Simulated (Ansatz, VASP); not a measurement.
TiC: VASP beside Ansatz

INCAR

```
PREC = Accurate ; ENCUT = 520
EDIFF = 1E-7 ; ISMEAR = -1
SIGMA = 0.1 ; LREAL = F
LASPH = T ; NELM = 100
ALGO = Normal ; ISIF = 2
LWAVE = F ; LCHARG = T
GGA = PE ; LELF = T
LVHAR = T ; NBANDS = 15
```

File KPOINTS:

```
Automatic mesh
0
Gamma
  6 6 6
```

File POSCAR:

```
TiC
1.0
   -0.0247685809      2.0795624643      2.1299981236
    2.1447334825     -0.0538100165      2.1590395592
    2.1361578231      2.1000182572     -0.0452343571
Ti C
1 1
Direct
    0.9257500000      0.0040000000      0.0310000000
    0.4222100000      0.5576400000      0.5496500000
```

Input for Ansatz:

```yaml
crystal:
  lattice:
    - [-0.02476858089125768, 2.0795624643178314, 2.1299981235933796]
    - [2.1447334824791096, -0.053810016527157965, 2.1590395592292797]
    - [2.1361578230733897, 2.1000182572425343, -0.045234357121438355]
  atoms:
    - { symbol: Ti, position: [0.92575, 0.004, 0.031] }
    - { symbol: C, position: [0.42221, 0.55764, 0.54965] }
basis:
  ecutwfc: 540.0
  xc_grid: 2
kpoints:
  mp_grid:
    grid: [6, 6, 6]
hamiltonian:
  xc: pbe
scf:
  convergence:
    dr2_threshold: 1.0e-09
  occupations:
    method: fermi_dirac
output:
  forces: true
  stress: true
```

Alike in both runs: task single point; functional PBE; k mesh 6 × 6 × 6; no spin polarisation.

|  | VASP | Ansatz |
| --- | --- | --- |
| version | VASP 6.6.1 | Ansatz 0.2.0 |
| potentials or method | VASP PAW PBE potentials, release 64 (Ti_sv, C) | plane waves, PAW |
| plane-wave cutoff (eV) | 520 | 540 |
| occupations | fermi-dirac, width 0.1 eV | fermi-dirac |
| valence electrons in the cell | 16 | 16 |

Ansatz gave:

| Item | Value |
| --- | --- |
| pressure (GPa) | 12.3 |
| largest component of the traceless stress (GPa) | 5.66 |
| rms of the force components (eV/Å) | 0.992 |

**Question.** What did VASP give for the same quantities?

**Answer.** Pressure (GPa): 12.6; largest component of the traceless stress (GPa): 5.63; rms of the force components (eV/Å): 0.997.

Atom by atom the forces differ by 0.004 eV/Å (rms over components). Ansatz warned: «stress_scf_threshold_loose».

Caveats: the k mesh is coarse (spacing up to 0.42 Å⁻¹), so the values aren't converged; forces of over 1 eV/Å show positions far from the minimum, so gaps and moduli don't describe the material at rest.
